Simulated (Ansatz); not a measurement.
Runs of Ansatz 0.2.0 on Cu. It takes space group I4/mmm (No. 139, tetragonal). Conventional cell: a = 2.886 Å, b = 2.886 Å, c = 2.752 Å, α = 90.00°, β = 90.00°, γ = 90.00°. Cu (site symmetry 4/mmm) has 10 Cu at 2.46 to 2.75 Å as nearest neighbours. This isn't the form of Cu at room conditions, which is fcc.

| level | gap on the mesh (eV) | pressure (GPa) | relaxed volume (Å³/atom) |
| --- | --- | --- | --- |
| PBEsol+D3(BJ)-ATM | none | 0.0 | 10.99 |
| PBEsol+D4 | none | 0.0 | 11.07 |
| PBEsol | none | 0.0 | (a) |
| PBEsol+D3(BJ) | none | 0.0 | 10.85 |

Alike in all rows: task relaxation of cell and atoms; potentials or basis Ansatz PAW; no spin polarisation; cell relaxed; k mesh 13 × 13 × 13; cutoff (eV) 420; smearing fermi-dirac 0.05 eV.

Problem. Fill in the values left out.

Solution. (a) 11.36.

Caveats: the plane-wave basis is chosen anew once the cell has moved, so the energies of steps on either side of that aren't comparable; the PAW data sets come from PBE, with cores solved anew for the run's functional, which leaves a small shift of forces and pressure; pairwise dispersion overbinds metals, which lowers pressure and volume (some runs).

A gap of «none» marks a metal or a gap under the smearing width.
